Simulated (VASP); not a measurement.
# Ti (P6/mmm) in VASP: notebook, part 2 of 2

VASP 6.6.1. Earlier steps stand in the parts before.

## 4. Single point, PBE

File INCAR:

```
SYSTEM = Ti
PREC     = Accurate       ! precision mode
ENCUT    = 250            ! plane-wave cutoff, eV
EDIFF    = 1E-6           ! SCF threshold, eV
ISMEAR   = 0              ! smearing method
SIGMA    = 0.15           ! smearing width, eV
LREAL    = .False.        ! projectors in reciprocal space
LASPH    = .True.         ! aspherical terms in the spheres
NELM     = 100            ! most SCF steps
ALGO     = Normal         ! electronic algorithm
ISIF     = 2              ! what is computed and relaxed
LWAVE    = .False.        ! write WAVECAR
LCHARG   = .False.        ! write CHGCAR
GGA      = PE             ! functional
NBANDS   = 13             ! bands
ADDGRID  = .False.
```

File KPOINTS:

```
Automatic mesh
0
Gamma
  2 2 3
  0 0 0
```

File POSCAR:

```
Ti
1.0
    4.5673748306      0.0000000000      0.0000000000
   -2.2836874153      3.9554626319      0.0000000000
    0.0000000000      0.0000000000      2.8262442700
Ti
3
Direct
    0.6535550000      0.3369470000      0.4982190000
    0.3492570000      0.6782810000      0.5288300000
    0.0014220000     -0.0021490000     -0.0037100000
```

Potentials or basis: VASP PAW PBE potentials, release 64 (Ti).

The run is started by

```bash
> cat potpaw_PBE.64/Ti/POTCAR > POTCAR
> mpirun -np 1 vasp_std > vasp.out
```

OUTCAR:

```text
SYSTEM = Ti
   PREC = Accurate
   ENCUT = 250
   EDIFF = 1E-6
   ISMEAR = 0
   LREAL = .False.
   LASPH = .True.
   NELM = 100
   ISIF = 2
   GGA = PE

 Found      8 irreducible k-points:

 Following reciprocal coordinates:
            Coordinates               Weight
  0.000000  0.000000  0.000000      1.000000
  0.500000  0.000000  0.000000      1.000000
  0.000000  0.500000  0.000000      1.000000
  0.500000  0.500000  0.000000      1.000000
  0.000000  0.000000  0.333333      2.000000
  0.500000  0.000000  0.333333      2.000000
   k-points           NKPTS =      8   k-points in BZ     NKDIM =      8   number of bands    NBANDS=     13
   number of dos      NEDOS =    301   number of ions     NIONS =      3
   total plane-waves  NPLWV =   9216
   dimension x,y,z NGX =    24 NGY =   24 NGZ =   16
   dimension x,y,z NGXF=    48 NGYF=   48 NGZF=   32
   ions per type =               3
   NGX,Y,Z   is equivalent  to a cutoff of   8.74,  8.74,  9.41 a.u.
   NGXF,Y,Z  is equivalent  to a cutoff of  17.47, 17.47, 18.82 a.u.
 SYSTEM =  Ti
   PREC   = accura    normal or accurate (medium, high low for compatibility)
   ISTART =      0    job   : 0-new  1-cont  2-samecut
   ICHARG =      2    charge: 1-file 2-atom 10-const
   ISPIN  =      1    spin polarized calculation?
   LNONCOLLINEAR =      F non collinear calculations
   LSORBIT =      F    spin-orbit coupling
   LASPH  =      T    aspherical Exc in radial PAW
   ENCUT  =  250.0 eV  18.37 Ry    4.29 a.u.   5.89  5.89  3.64*2*pi/ulx,y,z
   NELM   =    100;   NELMIN=  2; NELMDL= -5     # of ELM steps
   EDIFF  = 0.1E-05   stopping-criterion for ELM
   LREAL  =      F    real-space projection
   EDIFFG = 0.1E-04   stopping-criterion for IOM
   NSW    =      0    number of steps for IOM
   IBRION =     -1    ionic relax: 0-MD 1-quasi-New 2-CG
   NFREE  =      0    steps in history (QN), initial steepest desc. (CG)
   ISIF   =      2    stress and relaxation
   ISYM   =      2    0-nonsym 1-usesym 2-fastsym
   POTIM  = 0.5000    time-step for ionic-motion
   TEBEG  =    0.0;   TEEND  =   0.0 temperature during run
   PSTRESS=    0.0 pullay stress
   NELECT =      12.0000    total number of electrons
   NUPDOWN=      -1.0000    fix difference up-down
   EMIN   =  10.00;   EMAX   =-10.00  energy-range for DOS
   EFERMI =   0.00;   METHOD = LEGACY
   ISMEAR =     0;   SIGMA  =   0.15  broadening in eV -4-tet -1-fermi 0-gaus
   EFERMI_NEDOS =   21; number of points for ismear=-14 and -15
   IALGO  =     38    algorithm
   IMIX   =      4    mixing-type and parameters
     AMIX     =   0.40;   BMIX     =  1.00
     AMIX_MAG =   1.60;   BMIX_MAG =  1.00
  volume/ion in A,a.u.               =      17.02       114.85
  Fermi-wavevector in a.u.,A,eV,Ry     =   1.010285  1.909162 13.887145  1.020676
  Thomas-Fermi vector in A             =   2.143265
   LORBIT       =      0    0 simple, 1 ext, 2 COOP (PROOUT), +10 PAW based schemes
   GGA     = PE    functional components
   LHFCALC =     F    Hartree Fock is set to
   AEXX    =    0.0000 exact exchange contribution
   IVDW    =     0    specifies the selected vdW correction
   LEPSILON=     F    determine dielectric tensor
   LRPA    =     F    only Hartree local field effects (RPA)
 non-spin polarized calculation
 Gauss-broadening in eV      SIGMA  =   0.15
  energy-cutoff  :      250.00
  volume of cell :       51.06
 maximum number of plane-waves:       460
 NGX is ok and might be reduce to    24
   NGX = 11   NGY = 11   NGZ =  7

 number of electron      12.0000005 magnetization

 Free energy of the ion-electron system (eV)
  ---------------------------------------------------
  ext. energy  EPLUGINS =         0.00000000
  ---------------------------------------------------
  free energy    TOTEN  =       -23.31396802 eV

  energy without entropy =      -23.28845073  energy(sigma->0) =      -23.30120937

 E-fermi :   2.9915     XC(G=0): -11.1368

 val. band max:        2.9248359064   @ k =   0.5000   0.0000   0.0000
 cond. band min:       3.0261846453   @ k =   0.5000   0.0000   0.0000
 fundamental gap:      0.1013487389
 Fermi energy:         2.9914896819

 k-point     1 :       0.0000    0.0000    0.0000
  band No.  band energies     occupation
      1      -2.9648      2.00000
      2       1.1489      2.00000
      3       2.3325      2.00000
      4       2.4080      2.00000
      5       2.4499      2.00000
      6       2.5361      1.99998
      7       3.1346      0.17724
      8       3.7387      0.00000
      9       4.3670      0.00000
     10       4.3978      0.00000
     11       4.7578      0.00000
     12       4.9407      0.00000
     13       4.9968      0.00000

 k-point     2 :       0.5000    0.0000    0.0000
  band No.  band energies     occupation
      1      -0.5250      2.00000
      2      -0.4592      2.00000
      3       0.5373      2.00000
      4       2.6907      1.99543
      5       2.8296      1.87298
      6       2.9248      1.47027
      7       3.0262      0.74359
      8       3.5341      0.00000
      9       4.1360      0.00000
     10       4.1697      0.00000
     11       4.9158      0.00000
     12       5.2705      0.00000
     13       5.8157      0.00000

 k-point     3 :       0.0000    0.5000    0.0000
  band No.  band energies     occupation
      1      -0.5877      2.00000
      2      -0.4006      2.00000
      3       0.4725      2.00000
      4       2.5984      1.99979
      5       2.6473      1.99882
      6       2.8250      1.88344
      7       3.1976      0.05194
      8       3.6577      0.00000
      9       4.1368      0.00000
     10       4.1853      0.00000
     11       5.0005      0.00000
     12       5.1798      0.00000
     13       5.6492      0.00000

 k-point     4 :       0.5000    0.5000    0.0000
  band No.  band energies     occupation
      1      -0.6132      2.00000
      2      -0.3787      2.00000
      3       0.4630      2.00000
      4       2.5099      1.99999
      5       2.5945      1.99982
      6       2.8604      1.78357
      7       3.2662      0.00959
      8       3.6959      0.00000
      9       4.1310      0.00000
     10       4.1766      0.00000
     11       5.0294      0.00000
     12       5.1350      0.00000
     13       5.6190      0.00000

 k-point     5 :       0.0000    0.0000    0.3333
  band No.  band energies     occupation
      1      -0.7533      2.00000
      2       1.2103      2.00000
      3       1.4228      2.00000
      4       1.6917      2.00000
      5       1.7112      2.00000
      6       2.1070      2.00000
      7       4.0362      0.00000
      8       4.2927      0.00000
      9       4.4162      0.00000
     10       4.7763      0.00000
     11       5.6798      0.00000
     12       5.7454      0.00000
     13       5.8866      0.00000

 k-point     6 :       0.5000    0.0000    0.3333
  band No.  band energies     occupation
      1       0.5549      2.00000
      2       0.7313      2.00000
      3       1.7530      2.00000
      4       1.9476      2.00000
      5       2.3583      2.00000
      6       2.6214      1.99952
      7       3.3361      0.00116
      8       3.3940      0.00015
      9       4.1869      0.00000
     10       4.3400      0.00000
     11       4.9562      0.00000
     12       5.5135      0.00000
     13       5.7685      0.00000

 [... further k-points ...]
[... 5 lines left out ...]
  --------------------------------------------------------------------------------------
  -------------------------------------------------------------------------------------
  Total       -0.4429137     -0.6901763     -1.6286111      0.2246946      0.0277833     -0.0420398
  in kB      -13.8981215    -21.6569346    -51.1039354      7.0506558      0.8718081     -1.3191605
  external PRESSURE =     -28.8863305 kB  Pullay stress =       0.0000000 kB

 VOLUME and BASIS-vectors are now :
 -----------------------------------------------------------------------------
  energy-cutoff  :      250.00
  volume of cell :       51.06
      direct lattice vectors                 reciprocal lattice vectors
     4.567374831  0.000000000  0.000000000     0.218944150  0.126407464  0.000000000
    -2.283687415  3.955462632  0.000000000     0.000000000  0.252814928  0.000000000
     0.000000000  0.000000000  2.826244270     0.000000000  0.000000000  0.353826458

 POSITION                                       TOTAL-FORCE (eV/Angst)
 -----------------------------------------------------------------------------------
      2.21555      1.33278      1.40809         0.401273      0.051055      0.062349
      0.04621      2.68292      1.49460        -0.423669     -0.010137     -0.266442
     -2.27228      3.94696      2.81576         0.022396     -0.040918      0.204093
 -----------------------------------------------------------------------------------
    total drift:                               -0.000161      0.000107      0.000176

  FREE ENERGIE OF THE ION-ELECTRON SYSTEM (eV)
  ---------------------------------------------------
  free  energy   TOTEN  =       -23.3139680204 eV

  energy  without entropy=      -23.2884507270  energy(sigma->0) =      -23.30120937
```

Wall time 7.9 s (1 thread of Intel Xeon Platinum 8488C (Sapphire Rapids), shared host); peak memory 0.11 GiB.

The run converged, but some of its settings lie outside the range that counts as converged, so its numbers aren't taken as properties of the crystal.

Results:

```
Free energy   : -23.3140 eV
Pressure      : -2.9 GPa
Largest force : 0.501 eV/Å
```

Caveat: the k mesh is coarse (spacing up to 0.79 Å⁻¹), so the values aren't converged; the mesh shows a gap though the element is a metal.

## 5. Single point, PBE

INCAR: that of step 4 with these lines changed.

```diff
@@ -2,3 +2,3 @@
 PREC     = Accurate       ! precision mode
-ENCUT    = 250            ! plane-wave cutoff, eV
+ENCUT    = 350            ! plane-wave cutoff, eV
 EDIFF    = 1E-6           ! SCF threshold, eV
```

KPOINTS is that of step 4.

File POSCAR:

```
Ti
1.0
    4.5673748306      0.0000000000      0.0000000000
   -2.2836874153      3.9554626319      0.0000000000
    0.0000000000      0.0000000000      2.8262442700
Ti
3
Direct
    0.6666666667      0.3333333333      0.5000000000
    0.3333333333      0.6666666667      0.5000000000
    0.0000000000      0.0000000000      0.0000000000
```

The run is started by

```bash
> cat potpaw_PBE.64/Ti/POTCAR > POTCAR
> mpirun -np 1 vasp_std > vasp.out
```

Run time: 8.9 s. Hardware: 1 thread of Intel Xeon Platinum 8488C (Sapphire Rapids), shared host; peak memory 0.13 GiB.

The run converged, but some of its settings lie outside the range that counts as converged, so its numbers aren't taken as properties of the crystal.

What came out:

| Item | Value |
| --- | --- |
| Free energy | -23.3489 eV |
| Pressure | -3.1 GPa |

Caveat: the k mesh is coarse (spacing up to 0.79 Å⁻¹), so the values aren't converged; the mesh shows a gap though the element is a metal.

## 6. Single point, PBE

INCAR is that of step 5.

KPOINTS is that of step 5.

File POSCAR:

```
Ti
1.0
    4.5673748306      0.0000000000      0.0000000000
   -2.2836874153      3.9554626319      0.0000000000
    0.0000000000      0.0000000000      2.8262442700
Ti
3
Direct
    0.6535550000      0.3369470000      0.4982190000
    0.3492570000      0.6782810000      0.5288300000
    0.0014220000     -0.0021490000     -0.0037100000
```

Potentials or basis: VASP PAW PBE potentials, release 64 (Ti).

The run is started by

```bash
> cat potpaw_PBE.64/Ti/POTCAR > POTCAR
> mpirun -np 1 vasp_std > vasp.out
```

OUTCAR:

```text
SYSTEM = Ti
   PREC = Accurate
   ENCUT = 350
   EDIFF = 1E-6
   ISMEAR = 0
   LREAL = .False.
   LASPH = .True.
   NELM = 100
   ISIF = 2
   GGA = PE

 Found      8 irreducible k-points:

 Following reciprocal coordinates:
            Coordinates               Weight
  0.000000  0.000000  0.000000      1.000000
  0.500000  0.000000  0.000000      1.000000
  0.000000  0.500000  0.000000      1.000000
  0.500000  0.500000  0.000000      1.000000
  0.000000  0.000000  0.333333      2.000000
  0.500000  0.000000  0.333333      2.000000
   k-points           NKPTS =      8   k-points in BZ     NKDIM =      8   number of bands    NBANDS=     13
   number of dos      NEDOS =    301   number of ions     NIONS =      3
   total plane-waves  NPLWV =  14112
   dimension x,y,z NGX =    28 NGY =   28 NGZ =   18
   dimension x,y,z NGXF=    56 NGYF=   56 NGZF=   36
   ions per type =               3
   NGX,Y,Z   is equivalent  to a cutoff of  10.19, 10.19, 10.59 a.u.
   NGXF,Y,Z  is equivalent  to a cutoff of  20.38, 20.38, 21.18 a.u.
 SYSTEM =  Ti
   PREC   = accura    normal or accurate (medium, high low for compatibility)
   ISTART =      0    job   : 0-new  1-cont  2-samecut
   ICHARG =      2    charge: 1-file 2-atom 10-const
   ISPIN  =      1    spin polarized calculation?
   LNONCOLLINEAR =      F non collinear calculations
   LSORBIT =      F    spin-orbit coupling
   LASPH  =      T    aspherical Exc in radial PAW
   ENCUT  =  350.0 eV  25.72 Ry    5.07 a.u.   6.97  6.97  4.31*2*pi/ulx,y,z
[... 67 lines left out ...]
      8       3.7373      0.00000
      9       4.3653      0.00000
     10       4.3960      0.00000
     11       4.7561      0.00000
     12       4.9391      0.00000
     13       4.9949      0.00000
[... 66 lines left out ...]
  band No.  band energies     occupation
      1       0.5548      2.00000
      2       0.7312      2.00000
      3       1.7521      2.00000
      4       1.9469      2.00000
      5       2.3570      2.00000
      6       2.6204      1.99951
      7       3.3352      0.00115
      8       3.3927      0.00015
      9       4.1857      0.00000
     10       4.3386      0.00000
     11       4.9545      0.00000
     12       5.5119      0.00000
     13       5.7669      0.00000

 [... further k-points ...]
[... 5 lines left out ...]
  --------------------------------------------------------------------------------------
  -------------------------------------------------------------------------------------
  Total       -0.4115658     -0.6597789     -1.5951481      0.2261191      0.0277557     -0.0419913
  in kB      -12.9144583    -20.7031009    -50.0539042      7.0953554      0.8709410     -1.3176393
  external PRESSURE =     -27.8904878 kB  Pullay stress =       0.0000000 kB

 VOLUME and BASIS-vectors are now :
 -----------------------------------------------------------------------------
  energy-cutoff  :      350.00
  volume of cell :       51.06
      direct lattice vectors                 reciprocal lattice vectors
     4.567374831  0.000000000  0.000000000     0.218944150  0.126407464  0.000000000
    -2.283687415  3.955462632  0.000000000     0.000000000  0.252814928  0.000000000
     0.000000000  0.000000000  2.826244270     0.000000000  0.000000000  0.353826458

 POSITION                                       TOTAL-FORCE (eV/Angst)
 -----------------------------------------------------------------------------------
      2.21555      1.33278      1.40809         0.400815      0.050872      0.062589
      0.04621      2.68292      1.49460        -0.422958     -0.010340     -0.267021
     -2.27228      3.94696      2.81576         0.022143     -0.040533      0.204432
 -----------------------------------------------------------------------------------
    total drift:                               -0.000071     -0.000027      0.000015

  FREE ENERGIE OF THE ION-ELECTRON SYSTEM (eV)
  ---------------------------------------------------
  free  energy   TOTEN  =       -23.3112681473 eV

  energy  without entropy=      -23.2857519747  energy(sigma->0) =      -23.29851006
```

Wall time 12 s (1 thread of Intel Xeon Platinum 8488C (Sapphire Rapids), shared host); peak memory 0.13 GiB.

The run converged, but some of its settings lie outside the range that counts as converged, so its numbers aren't taken as properties of the crystal.

What came out:

- Free energy: -23.3113 eV
- Pressure: -2.8 GPa
- Largest force: 0.500 eV/Å

Caveat: the k mesh is coarse (spacing up to 0.79 Å⁻¹), so the values aren't converged; the mesh shows a gap though the element is a metal.

## 7. The reference run

An earlier run on the cell as given: functional PBEsol; potentials or basis VASP PAW PBE potentials, release 64 (Ti_sv); cutoff 520 eV; k mesh 7 × 7 × 9; occupations fermi-dirac, width 0.05 eV; no spin polarisation.

- Pressure: -3.9 GPa
- Band gap on the k mesh: none (metal or under the smearing width)
